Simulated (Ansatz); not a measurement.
# AlN: clamped-ion strain scan

Method: DFT PBEsol, scalar-relativistic, plane waves, PAW in Ansatz. Cutoff 420 eV, Γ-centred 12×12×6 k-points, Gaussian smearing of 0.05 eV. No spin polarisation. Energies are free energies at this smearing, counted from the undisturbed cell; pressure is positive in compression.

The undisturbed cell (as given, not relaxed at this level; it stands at -3.5 GPa; this form isn't the usual structure):

```
Al N
1.0
     3.31212    0.00000    0.00000
    -1.65606    2.86838    0.00000
     0.00000    0.00000    4.18756
Al N
2 2
Direct
  0.33333 0.66667 0.75000
  0.66667 0.33333 0.25000
  0.33333 0.66667 0.25000
  0.66667 0.33333 0.75000
```

The cell is strained by ε times the Voigt pattern (0, 0, 0, 0, 0, 1) (xx, yy, zz, yz, xz, xy; engineering shear) with fractional coordinates fixed.

```tsv
ε	ΔE (meV/atom)	stress summed along the pattern (GPa, tension positive)	pressure (GPa)	gap on the mesh (eV)
-0.1500	?	-25.09	0.6	?
-0.0750	28.4	-12.34	-2.4	3.14
0.0000	0.0	0.00	-3.5	3.17
0.0187	1.8	3.06	-3.4	3.17
0.0375	7.1	6.14	-3.2	3.16
0.0562	15.9	9.22	-2.9	3.15
0.0937	44.5	15.47	-1.9	3.12
0.1125	?	18.64	?	3.05
0.1312	88.0	21.84	-0.3	2.96
```

By symmetry 0.1500 repeats -0.1500, -0.1125 repeats 0.1125, 0.0750 repeats -0.0750, -0.0375 repeats 0.0375 in energy; the slope of the energy along the path changes sign there.

Problem. Give the withheld values.

Solution. ΔE (meV/atom) at ε = -0.1500: 115.6; gap on the mesh (eV) at ε = -0.1500: 2.87; ΔE (meV/atom) at ε = 0.1125: 64.4; pressure (GPa) at ε = 0.1125: -1.2.

Cost: 9 runs of about 1.1 core-minutes in all, on Arm Neoverse V2 (shared hosts).